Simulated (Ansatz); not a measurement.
## Which way does BeS + MgSe ⇌ BeSe + MgS run?

Plane-wave DFT in Ansatz with scalar-relativistic PAW potentials, cutoff 420 eV, Γ-centred meshes chosen by cell and gap, Gaussian smearing with energies taken to zero width. Every cell was relaxed (cell and atoms) in a run of its own, within the symmetry of its start. Functional: PBEsol.

Total energies hold large constants for each element; a whole number of eV per atom of each element is taken off below, which cancels in a balanced reaction.

| compound | lowest structure computed | structures tried | V (Å³/atom) | gap on mesh (eV) | E (eV per formula unit, common shift removed) |
| --- | --- | --- | --- | --- | --- |
| BeS | F-43m | 3 | 14.15 | 2.91 | -2.4439 |
| MgSe | Fm-3m | 4 | 20.24 | 1.77 | -2.7838 |
| BeSe | F-43m | 2 | 16.86 | 2.47 | -2.1622 |
| MgS | Fm-3m | 4 | 17.39 | 2.73 | -2.9177 |

Work out the reaction energy at 0 K.

ΔE = E(BeSe) + E(MgS) − E(BeS) − E(MgSe) = 0.148 eV, or 14 kJ per mole of reaction (37 meV/atom). The left side is lower: Be takes S and Mg takes Se. All four are computed as solids; where they are solids at ordinary conditions entropy changes little. A lower structure that wasn't tried would shift the value, and mixed crystals may lie lower than either side.